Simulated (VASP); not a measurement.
## Cd: electric field gradients with PBE0

Cd:

```xyz
1
Lattice="-0.0370 2.1368 2.2802 2.1784 -0.0259 2.2691 2.1975 2.1447 -0.0449" Properties=species:S:1:pos:R:3 pbc="T T T"
Cd    0.0000    0.0000    0.0000
```

The cell isn't the ideal one: cell strained at random at fixed volume.

```
Program                            : VASP 6.6.1
Task                               : electric field gradients
Functional                         : PBE0
Potentials or basis                : VASP PAW PBE potentials, release 64 (Cd)
Cutoff                             : 520 eV
k mesh                             : 5 × 5 × 5
Occupations                        : methfessel-paxton, width 0.1 eV
Spin                               : no spin polarisation
Grid for exact exchange (PRECFOCK) : Fast
Exchange at q = 0                  : default
Further INCAR settings             : ALGO = Normal; EDIFF = 1e-08
```

```yaml
Pressure: 0.8 GPa
Band_gap_on_the_k_mesh: none (metal or under the smearing width)
```

Stress tensor (GPa, compression positive):
```
-0.87 -1.96 -1.80
-1.96 -0.32 -0.15
-1.80 -0.15  3.72
```

Levels at points of the mesh, in eV from the Fermi level:
```
           k point  band 2  band 3  band 4  band 5  band 6  band 7  band 8  band 9  band 10
(0.00, 0.00, 0.00)  -10.94  -10.87  -10.58  -10.43  -10.07   15.29   16.31   16.62    17.39
```

Electric field gradients, principal values (V/Å²):
| atom | Vxx | Vyy | Vzz |
| --- | --- | --- | --- |
| 1 Cd | 20.957 | 27.433 | -48.390 |

Wall time 13 min on 1 thread of Intel(R) Xeon(R) Platinum 8259CL CPU @ 2.50GHz (Skylake/Cascade Lake), with other jobs on the host, peak memory 0.15 GiB.

Caveat: the k mesh is coarse (spacing up to 0.49 Å⁻¹), so the values aren't converged, least of all with exact exchange; the PAW data sets were made with another functional, which shifts forces and pressure a little.
